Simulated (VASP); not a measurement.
# AlN (P6_3mc) in VASP: further runs, part 2 of 2

VASP 6.6.1. The steps go on from the part before.

### 3 Dielectric tensor, PBE

Input file INCAR:

```
SYSTEM = AlN
PREC = Accurate
ENCUT = 600
EDIFF = 1E-8
ISMEAR = 0
SIGMA = 0.03
LREAL = .FALSE.
LASPH = .TRUE.
NELM = 80
ALGO = Normal
ISIF = 2
LWAVE = .FALSE.
LCHARG = .FALSE.
GGA = PE
LEPSILON = .TRUE.
```

Input file KPOINTS:

```
regular mesh
0
G
  12 12 6
  0 0 0
```

Input file POSCAR:

```
AlN                                     
1.0
    3.1277618654     -0.0000000000      0.0000000000
   -1.5638809327      2.7087212324     -0.0000000000
    0.0000000000      0.0000000000      5.0155702316
  Al              N             
     2     2
Direct
     0.3333333332999970    0.6666666667000030    0.9992541290481152
     0.6666666667000030    0.3333333332999970    0.4992541290481151
     0.3333333332999970    0.6666666667000030    0.3807458709518874
     0.6666666667000030    0.3333333332999970    0.8807458709518874
```

Potentials or basis: VASP PAW PBE potentials, release 64 (Al, N).

Command:

```bash
$ cat potpaw_PBE.64/Al/POTCAR potpaw_PBE.64/N/POTCAR > POTCAR
$ mpirun -np 1 vasp_std > vasp.out
```

OUTCAR:

```text
SYSTEM = AlN
   PREC = Accurate
   ENCUT = 600
   EDIFF = 1E-8
   ISMEAR = 0
   LREAL = .FALSE.
   LASPH = .TRUE.
   NELM = 80
   ISIF = 2
   GGA = PE
   LEPSILON = .TRUE.

 ion  position               nearest neighbor table
   1  0.333  0.667  0.999-   4 1.90   4 1.90   4 1.90   3 1.91   2 3.09   2 3.09   2 3.09   2 3.09
                             2 3.09   2 3.09
   2  0.667  0.333  0.499-   3 1.90   3 1.90   3 1.90   4 1.91   1 3.09   1 3.09   1 3.09   1 3.09
                             1 3.09   1 3.09
   3  0.333  0.667  0.381-   2 1.90   2 1.90   2 1.90   1 1.91
   4  0.667  0.333  0.881-   1 1.90   1 1.90   1 1.90   2 1.91

  LATTYP: Found a hexagonal cell.
 ALAT       =     3.1277618654
 C/A-ratio  =     1.6035652481

  Lattice vectors:

 A1 = (   3.1277618654,   0.0000000000,   0.0000000000)
 A2 = (  -1.5638809327,   2.7087212324,   0.0000000000)
 A3 = (   0.0000000000,   0.0000000000,   5.0155702316)

Analysis of symmetry for initial positions (statically):
=====================================================================
 Subroutine PRICEL returns:
 Original cell was already a primitive cell.

 Routine SETGRP: Setting up the symmetry group for a
 hexagonal supercell.

[... 598 lines left out ...]

------------------------ aborting loop because EDIFF is reached ----------------------------------------

 PIEZOELECTRIC TENSOR FIELD DIRECTION 3  (e Angst)
 -----------------------------------------------------------------------------
     0.71481  0.00000  0.00000           (  0.00456  0.00000  0.00000)
     0.00000  0.71481  0.00000           (  0.00000  0.00456  0.00000)
    -0.00000  0.00000 -1.11836           (  0.00000  0.00000 -0.00464)

 PIEZOELECTRIC TENSOR FIELD DIRECTION 3  (C/m^2)
 -----------------------------------------------------------------------------
     0.26951  0.00000  0.00000
     0.00000  0.26951  0.00000
    -0.00000  0.00000 -0.42167

 MACROSCOPIC STATIC DIELECTRIC TENSOR (including local field effects in DFT)
 ------------------------------------------------------
           4.466925     0.000000    -0.000000
           0.000000     4.466925     0.000000
           0.000000     0.000000     4.690144
 ------------------------------------------------------

 PIEZOELECTRIC TENSOR (including local field effects)  for field in x, y, z        (e  Angst)
          XX          YY          ZZ          XY          YZ          ZX
  --------------------------------------------------------------------------------
  x     0.00000     0.00000     0.00000     0.00000     0.00000     0.90220
  y    -0.00000     0.00000     0.00000     0.00000     0.90220     0.00000
  z     0.71481     0.71481    -1.11836     0.00000     0.00000     0.00000

 PIEZOELECTRIC TENSOR (including local field effects)  for field in x, y, z        (C/m^2)
          XX          YY          ZZ          XY          YZ          ZX
  --------------------------------------------------------------------------------
  x     0.00000     0.00000     0.00000     0.00000     0.00000     0.34017
  y    -0.00000     0.00000     0.00000     0.00000     0.34017     0.00000
  z     0.26951     0.26951    -0.42167     0.00000     0.00000     0.00000

 BORN EFFECTIVE CHARGES (including local field effects) (in |e|, cummulative output)
 ---------------------------------------------------------------------------------
 ion    1
    1     2.51586     0.00000     0.00000
    2     0.00000     2.51586     0.00000
    3     0.00000    -0.00000     2.67586
 ion    2
    1     2.51586     0.00000     0.00000
    2     0.00000     2.51586     0.00000
    3     0.00000    -0.00000     2.67586
 ion    3
    1    -2.51586     0.00000     0.00000
    2     0.00000    -2.51586    -0.00000
    3    -0.00000     0.00000    -2.67586
 ion    4
    1    -2.51586     0.00000     0.00000
    2     0.00000    -2.51586     0.00000
    3     0.00000     0.00000    -2.67586
```

OSZICAR:

```text
N       E                     dE             d eps       ncg     rms          rms(c)
DAV:   1     0.607986799953E+02    0.60799E+02   -0.81776E+03  1824   0.134E+03
DAV:   2    -0.298667836728E+02   -0.90665E+02   -0.82424E+02  2676   0.245E+02
DAV:   3    -0.344271293840E+02   -0.45603E+01   -0.45406E+01  2396   0.607E+01
DAV:   4    -0.344674763238E+02   -0.40347E-01   -0.40331E-01  2140   0.650E+00
[... 11 lines left out ...]
RMM:   6    -0.476344481066E+00   -0.79266E-03   -0.20469E-05  3265   0.362E-02    0.715E-03
RMM:   7    -0.476630719695E+00   -0.28624E-03   -0.15786E-06  3254   0.108E-02    0.231E-03
RMM:   8    -0.476722167353E+00   -0.91448E-04   -0.23137E-07  3262   0.412E-03    0.276E-04
RMM:   9    -0.476720728656E+00    0.14387E-05   -0.16297E-09  3378   0.731E-04    0.855E-05
RMM:  10    -0.476720288426E+00    0.44023E-06    0.29376E-08  2940   0.196E-04    0.188E-05
RMM:  11    -0.476720302295E+00   -0.13869E-07   -0.80320E-10  1719   0.551E-05    0.417E-06
```

stdout:

```text
POSCAR found type information on POSCAR AlN
 POSCAR found :  2 types and       4 ions
 scaLAPACK will be used
 LDA part: xc-table for (Slater+PW92), standard interpolation
 POSCAR, INCAR and KPOINTS ok, starting setup
 FFT: planning ... GRIDC
 FFT: planning ... GRID_SOFT
 FFT: planning ... GRID
 WAVECAR not read
 entering main loop
 Linear response reoptimize wavefunctions to high precision
 Linear response G [H, r] |phi>, progress :
  Direction:   1
 Linear response G [H, r] |phi>, progress :
  Direction:   2
 Linear response G [H, r] |phi>, progress :
  Direction:   3
 Linear response to external field (no local field effect), progress :
  Direction:   1
 dielectric tensor                  component  1 :     4.052    -1.005    -0.304
 Linear response to external field (no local field effect), progress :
  Direction:   2
 dielectric tensor                  component  2 :    -1.005     5.163    -0.218
 Linear response to external field (no local field effect), progress :
  Direction:   3
 dielectric tensor                  component  3 :    -0.304    -0.218     4.814
 Linear response to external field, progress :
  Direction:   1
 dielectric tensor                  component  1 :     4.467    -0.152    -0.000
 Linear response to external field, progress :
  Direction:   2
 dielectric tensor                  component  2 :    -0.344     4.467    -0.000
 Linear response to external field, progress :
  Direction:   3
 dielectric tensor                  component  3 :    -0.306    -0.220     4.690
 Born effective charges drift removed
```

Wall time 3.9 min (1 thread of Intel Xeon 6975P-C (Granite Rapids), shared host); peak memory 0.48 GiB.

What came out:

* Band gap on the k mesh: 4.06 eV, direct
* Electronic dielectric tensor (diagonal): 4.47, 4.47, 4.69
* Born charges (mean of the diagonal): Al +2.57; N -2.57 e

Levels at points of the mesh, in eV from the valence-band top:
```csv
k point,band 4,band 5,band 6,band 7,band 8,band 9,band 10,band 11,band 12
"(0.00, 0.00, 0.00)",-0.84,-0.84,-0.20,-0.20,0.00,4.06,6.53,10.47,11.05
"(0.50, 0.00, 0.00)",-4.13,-3.30,-2.05,-1.75,-0.68,5.77,5.77,8.04,10.16
"(0.00, 0.00, 0.50)",-3.30,-0.53,-0.53,-0.53,-0.53,6.33,6.33,10.18,10.18
"(0.50, 0.00, 0.50)",-5.53,-1.44,-1.44,-1.35,-1.35,5.25,5.25,9.16,9.16
```

Electronic dielectric tensor:
```
4.47 0.00 0.00
0.00 4.47 0.00
0.00 0.00 4.69
```

Born effective charge tensors (e):
atom 1, Al
```
2.52 0.00 0.00
0.00 2.52 0.00
0.00 0.00 2.68
```
atom 2, Al
```
2.52 0.00 0.00
0.00 2.52 0.00
0.00 0.00 2.68
```
atom 3, N
```
-2.52  0.00  0.00
 0.00 -2.52  0.00
 0.00  0.00 -2.68
```
atom 4, N
```
-2.52  0.00  0.00
 0.00 -2.52  0.00
 0.00  0.00 -2.68
```

### 4 Elastic constants, PBEsol

This run uses another cell than the first one, of 10.45 Å³/atom, 0.984 times its volume.

Input file POSCAR:

```
AlN
1.0
    3.1131018719     -0.0000000000      0.0000000000
   -1.5565509360      2.6960253057     -0.0000000000
    0.0000000000     -0.0000000000      4.9818131009
  Al              N
     2     2
Direct
     0.3333333332999970    0.6666666667000030    0.9989855796651930
     0.6666666667000030    0.3333333332999970    0.4989855796651930
     0.3333333332999970    0.6666666667000030    0.3810144203348096
     0.6666666667000030    0.3333333332999970    0.8810144203348096
```

Input file INCAR.step1:

```
ALGO = Normal
EDIFF = 1E-8
EDIFFG = -0.002
ENCUT = 600
GGA = PS
IBRION = 2
ISIF = 3
ISMEAR = 0
KPAR = 2
LASPH = True
LCHARG = False
LREAL = False
LWAVE = False
NELM = 80
NSW = 40
PREC = Accurate
SIGMA = 0.03
```

Input file INCAR.step2:

```
ALGO = Normal
EDIFF = 1E-8
ENCUT = 600
GGA = PS
IBRION = 6
ISIF = 3
ISMEAR = 0
KPAR = 2
LASPH = True
LCHARG = False
LEPSILON = True
LREAL = False
LWAVE = False
NELM = 80
NFREE = 2
NSW = 1
POTIM = 0.015
PREC = Accurate
SIGMA = 0.03
```

Input file KPOINTS:

```
k-points
0
Gamma
  18 18 9
```

Potentials or basis: VASP PAW PBE potentials, release 64 (Al, N).

Command:

```bash
$ cat potpaw_PBE.64/Al/POTCAR potpaw_PBE.64/N/POTCAR > POTCAR
$ cp INCAR.step1 INCAR
$ mpirun -np 2 vasp_std > vasp.out
$ cp CONTCAR POSCAR
$ cp INCAR.step2 INCAR
$ mpirun -np 2 vasp_std > vasp.out
```

OUTCAR:

```text
EDIFF = 1E-8
   ENCUT = 600
   GGA = PS
   IBRION = 6
   ISIF = 3
   ISMEAR = 0
   LASPH = True
   LEPSILON = True
   LREAL = False
   NELM = 80
   NFREE = 2
   NSW = 1
   POTIM = 0.015
   PREC = Accurate

 ion  position               nearest neighbor table
   1  0.333  0.667  0.999-   4 1.89   4 1.89   4 1.89   3 1.90   2 3.07   2 3.07   2 3.07   2 3.07
                             2 3.07   2 3.07
   2  0.667  0.333  0.499-   3 1.89   3 1.89   3 1.89   4 1.90   1 3.07   1 3.07   1 3.07   1 3.07
                             1 3.07   1 3.07
   3  0.333  0.667  0.381-   2 1.89   2 1.89   2 1.89   1 1.90
   4  0.667  0.333  0.881-   1 1.89   1 1.89   1 1.89   2 1.90

  LATTYP: Found a hexagonal cell.
 ALAT       =     3.1131018719
 C/A-ratio  =     1.6002730736

  Lattice vectors:

 A1 = (   3.1131018719,   0.0000000000,   0.0000000000)
 A2 = (  -1.5565509360,   2.6960253057,   0.0000000000)
 A3 = (   0.0000000000,   0.0000000000,   4.9818131009)

Analysis of symmetry for initial positions (statically):
=====================================================================
 Subroutine PRICEL returns:
 Original cell was already a primitive cell.

 Routine SETGRP: Setting up the symmetry group for a
 hexagonal supercell.

 Subroutine GETGRP returns: Found 12 space group operations
 (whereof  6 operations were pure point group operations)
 out of a pool of 24 trial point group operations.

[... 839 lines left out ...]
 ============================================

 INTERNAL STRAIN TENSOR FOR ION    1 for displacements in x,y,z  (eV/Angst):
          X           Y           Z          XY          YZ          ZX
  --------------------------------------------------------------------------------
  x     0.00000    -0.00000     0.00000    -9.11308     0.00000    -5.40744
  y    -9.11308     9.11308     0.00000    -0.00000    -5.40744     0.00000
  z    -5.61933    -5.61933    12.48274     0.00000     0.00000     0.00000

 INTERNAL STRAIN TENSOR FOR ION    4 for displacements in x,y,z  (eV/Angst):
          X           Y           Z          XY          YZ          ZX
  --------------------------------------------------------------------------------
  x    -0.00000     0.00000     0.00000    10.68842    -0.00000     5.40680
  y    10.68842   -10.68842     0.00000     0.00000     5.40680    -0.00000
  z     5.62555     5.62555   -12.48027    -0.00000     0.00000     0.00000

 Eigenvectors and eigenvalues of the dynamical matrix
 ----------------------------------------------------

   1 f  =   21.455890 THz   134.811332 2PiTHz  715.691450 cm-1    88.734391 meV
             X         Y         Z           dx          dy          dz
     -0.000000  1.797350  4.976759    -0.000000   -0.000000    0.010748
      1.556551  0.898675  2.485853    -0.000000   -0.000000   -0.010748
     -0.000000  1.797350  1.898143     0.000000    0.000000   -0.707025
      1.556551  0.898675  4.389049     0.000000    0.000000    0.707025
[... 71 lines left out ...]
  12 f/i=    0.000278 THz     0.001745 2PiTHz    0.009264 cm-1     0.001149 meV
             X         Y         Z           dx          dy          dz
     -0.000000  1.797350  4.976759     0.000000   -0.000000   -0.573749
      1.556551  0.898675  2.485853     0.000000   -0.000000   -0.573749
     -0.000000  1.797350  1.898143     0.000000   -0.000000   -0.413294
      1.556551  0.898675  4.389049     0.000000   -0.000000   -0.413294

--------------------------------------------------------------------------------------------------------

 MACROSCOPIC STATIC DIELECTRIC TENSOR IONIC CONTRIBUTION
 ------------------------------------------------------
           3.625750    -0.000000     0.000000
          -0.000000     3.625750     0.000000
           0.000000     0.000000     4.925312
 ------------------------------------------------------

 ELASTIC MODULI CONTR FROM IONIC RELAXATION (kBar)
 Direction    XX          YY          ZZ          XY          YZ          ZX
 --------------------------------------------------------------------------------
 XX        -738.5843    353.6476    427.2691      0.0000     -0.0000      0.0000
 YY         353.6476   -738.5843    427.2691      0.0000      0.0000     -0.0000
 ZZ         427.2691    427.2691   -948.5136     -0.0000      0.0000      0.0000
 XY           0.0000      0.0000     -0.0000   -546.1160      0.0000      0.0000
 YZ          -0.0000      0.0000      0.0000      0.0000   -148.7676      0.0000
 ZX           0.0000     -0.0000      0.0000      0.0000      0.0000   -148.7676
 --------------------------------------------------------------------------------

 TOTAL ELASTIC MODULI (kBar)
 Direction    XX          YY          ZZ          XY          YZ          ZX
 --------------------------------------------------------------------------------
 XX        3807.6996   1379.9460   1076.2806     -0.0000     -0.0000      0.0000
 YY        1379.9460   3807.6996   1076.2806     -0.0000      0.0000     -0.0000
 ZZ        1076.2806   1076.2806   3551.5100     -0.0000      0.0000      0.0000
 XY          -0.0000     -0.0000     -0.0000   1213.8768      0.0000      0.0000
 YZ          -0.0000      0.0000      0.0000      0.0000   1112.7707     -0.0000
 ZX           0.0000     -0.0000      0.0000      0.0000     -0.0000   1112.7707
 --------------------------------------------------------------------------------

 PIEZOELECTRIC TENSOR IONIC CONTR  for field in x, y, z        (C/m^2)
          XX          YY          ZZ          XY          YZ          ZX
  --------------------------------------------------------------------------------
  x     0.00000    -0.00000     0.00000     0.00000     0.00000    -0.69108
  y    -0.00000     0.00000     0.00000     0.00000    -0.69108     0.00000
  z    -0.91615    -0.91615     2.03381     0.00000    -0.00000    -0.00000
```

OUTCAR.step1:

```text
EDIFF = 1E-8
   EDIFFG = -0.002
   ENCUT = 600
   GGA = PS
   IBRION = 2
   ISIF = 3
   ISMEAR = 0
   LASPH = True
   LREAL = False
[... 597 lines left out ...]
     -0.00000      1.79735      1.89814        -0.000000     -0.000000     -0.000590
      1.55655      0.89868      4.38905         0.000000      0.000000     -0.000590
 -----------------------------------------------------------------------------------
    total drift:                               -0.000000      0.000000      0.000423

  FREE ENERGIE OF THE ION-ELECTRON SYSTEM (eV)
  ---------------------------------------------------
  free  energy   TOTEN  =       -31.3157036272 eV

  energy  without entropy=      -31.3157036272  energy(sigma->0) =      -31.31570363

 reached required accuracy - stopping structural energy minimisation
```

OSZICAR.step1:

```text
N       E                     dE             d eps       ncg     rms          rms(c)
DAV:   1     0.578798466186E+02    0.57880E+02   -0.82650E+03  4440   0.134E+03
DAV:   2    -0.312391550499E+02   -0.89119E+02   -0.81709E+02  6552   0.247E+02
DAV:   3    -0.357247712113E+02   -0.44856E+01   -0.44646E+01  5848   0.596E+01
DAV:   4    -0.357644919535E+02   -0.39721E-01   -0.39704E-01  5172   0.644E+00
DAV:   5    -0.357650476662E+02   -0.55571E-03   -0.55569E-03  5672   0.765E-01    0.117E+01
DAV:   6    -0.313757437831E+02    0.43893E+01   -0.15401E+01  5436   0.312E+01    0.421E+00
DAV:   7    -0.313516634376E+02    0.24080E-01   -0.58691E-01  5060   0.643E+00    0.282E+00
DAV:   8    -0.313197669255E+02    0.31897E-01   -0.76557E-02  5264   0.305E+00    0.454E-01
DAV:   9    -0.313154802532E+02    0.42867E-02   -0.16439E-02  5660   0.980E-01    0.238E-01
DAV:  10    -0.313157798193E+02   -0.29957E-03   -0.13427E-03  5312   0.302E-01    0.147E-01
DAV:  11    -0.313157041471E+02    0.75672E-04   -0.20000E-04  5292   0.117E-01    0.301E-02
DAV:  12    -0.313157040916E+02    0.55488E-07   -0.38958E-06  5280   0.227E-02    0.583E-03
DAV:  13    -0.313157035702E+02    0.52141E-06   -0.49322E-06  5404   0.180E-02    0.392E-03
DAV:  14    -0.313157036037E+02   -0.33591E-07   -0.19978E-07  5208   0.390E-03    0.174E-03
DAV:  15    -0.313157036293E+02   -0.25598E-07   -0.25366E-08  4156   0.147E-03    0.122E-04
DAV:  16    -0.313157036272E+02    0.21909E-08   -0.16288E-09  2564   0.632E-04
   1 F= -.31315704E+02 E0= -.31315704E+02  d E =-.313157E+02
```

Run time: 51 min. Hardware: 2 MPI ranks of Intel Xeon Platinum 8259CL at 2.50GHz (Skylake/Cascade Lake), shared host; peak memory 1.3 GiB.

What came out:

| Item | Value |
| --- | --- |
| Electronic dielectric tensor (diagonal) | 4.48, 4.48, 4.72 |
| Born charges (mean of the diagonal) | Al +2.57; N -2.57 e |
| Voigt bulk modulus | 203 GPa |
| Highest phonon frequency at Γ, LO-TO splitting left out | 716 cm⁻¹ |

Phonon frequencies in cm⁻¹ (negative: imaginary):
| q point | frequencies |
| --- | --- |
| (0.000, 0.000, 0.000) | 0 0 0 236 236 543 609 656 656 667 667 716 |

Elastic tensor in Voigt notation (GPa, in the Cartesian axes of the cell as first typed):
```
381 138 108   0   0   0
138 381 108   0   0   0
108 108 355   0   0   0
  0   0   0 111   0   0
  0   0   0   0 111   0
  0   0   0   0   0 121
```

Electronic dielectric tensor:
```
4.48 0.00 0.00
0.00 4.48 0.00
0.00 0.00 4.72
```

Born effective charge tensors (e):
atom 1, Al
```
2.51 0.00 0.00
0.00 2.51 0.00
0.00 0.00 2.68
```
atom 2, Al
```
2.51 0.00 0.00
0.00 2.51 0.00
0.00 0.00 2.68
```
atom 3, N
```
-2.51  0.00  0.00
 0.00 -2.51  0.00
 0.00  0.00 -2.68
```
atom 4, N
```
-2.51  0.00  0.00
 0.00 -2.51  0.00
 0.00  0.00 -2.68
```

Clamped-ion elastic tensor (GPa):
```
455 103  65   0   0   0
103 455  65   0   0   0
 65  65 450   0   0   0
  0   0   0 126   0   0
  0   0   0   0 126   0
  0   0   0   0   0 176
```

Caveat: the PAW data sets were made with another functional, which shifts forces and pressure a little.

### 5 How close it comes

Step 3. Against the measured gap of AlN, 6.034 eV (an exciton energy, a little under the gap; 10 K; quoted in “Self-assembly of well-separated AlN nanowires directly on sputtered metallic TiN films”, 2019, arxiv:1910.07391), the calculated 4.06 eV is off by -1.97 eV. 2 values of this kind are on record (6.034 to 6.0343 eV); this one was drawn at random. The value is that of PBE on a finite k mesh, which can miss the band edges, without temperature or zero-point motion. Semilocal functionals fall short of measured gaps as a rule.
